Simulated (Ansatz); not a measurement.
Results of PBE-D4 (Ansatz, a first-principles code, PAW) for chalcopyrite CuInS2.

Run with plane-wave cutoff 520 eV, 10×10×10 k mesh, Fermi–Dirac smearing 0.01 eV, no spin polarisation, scalar-relativistic PAW data made under PBE.

Computed at the level's own relaxed cell.

Question: Give the computed bulk modulus B0, band gap, c axis length and equilibrium lattice constant a.

Answer: 
- bulk modulus B0 = 73.1 GPa
- band gap = 0.04 eV
- c axis length = 11.087 Å
- equilibrium lattice constant a = 5.505 Å

Measured, for comparison: band gap 1.55 eV (temperature not stated, not corrected to a static lattice, direct or pseudo-direct at Γ; as tabulated in Ghosh et al. (2024), arXiv:2401.16805); lattice parameter c 11.133 Å, lattice constant a 5.523 Å (298 K, not corrected to a static lattice; as tabulated in Abstract on Scilit: Piezoelectric nonlinear optic CuGaS2 and CuInS2 crystal …). Computed (rounded) less measured: lattice parameter c -0.4 %, lattice constant a -0.3 %. A static lattice is as a rule a little smaller and stiffer than an uncorrected measurement, which narrows the difference in the lattice parameter c, lattice constant a and would widen misses of the other sign.

Note: the bulk modulus comes from volumes at which shape and atoms were relaxed.

Spin–orbit coupling is not included; it can close the smallest gap of 0.04 eV.

Computed values are for the static lattice.

The result took about 40 core-minutes (a rough figure).
